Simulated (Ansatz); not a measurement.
# BeTe: the cost of one run

Program: Ansatz 0.2.0. Level of theory: reference: DFT, HSE06, plane waves, PAW. These are calculated values, not measurements.

The COD entry's cell or inner coordinates are ideal or old and differ from later refinements, so a difference from it is no clean test against experiment.

2 further runs of the same task are left out: 1 for a known fault of the program, 1 that didn't finish.

## (1) Starting point

The structure is cubic, space group F-43m (No. 216). The conventional cell has a = 5.657 Å, b = 5.657 Å, c = 5.657 Å, α = 90.00°, β = 90.00°, γ = 90.00°. Be (site symmetry -43m) is surrounded by 4 Te at 2.45 Å. Around Te (site symmetry -43m) lie 4 Be at 2.45 Å.

Structure file:

```xyz
2
Lattice="0.0000 2.8286 2.8286 2.8286 0.0000 2.8286 2.8286 2.8286 0.0000" Properties=species:S:1:pos:R:3 pbc="T T T"
Be    0.0000    0.0000    0.0000
Te    1.4143    1.4143    1.4143
```

## (2) Reference

Contents of input.yaml:

```yaml
crystal:
  lattice:
    - [0.0, 2.8286228801, 2.8286228801]
    - [2.8286228801, 0.0, 2.8286228801]
    - [2.8286228801, 2.8286228801, 0.0]
  atoms:
    - { symbol: Be, position: [0.0, 0.0, 0.0] }
    - { symbol: Te, position: [0.25, 0.25, 0.25] }
kpoints:
  mp_grid: { grid: [4, 4, 4] }
hamiltonian:
  xc: hse06
scf:
  occupations: { method: fixed }
  n_extra_bands: 4
output:
  forces: true
  stress: true
  eigenvalues: true
```

On the command line:

```sh
ansatz run input.yaml --threads 4 --pin off --max-ram 3686MiB --backend cpu --events-out ev --progress --plain --runs-dir out
```

Q: Estimate wall time and peak memory on 4 threads of an x86-64 CPU, shared host.

About 27 s, with a peak of 0.65 GiB.
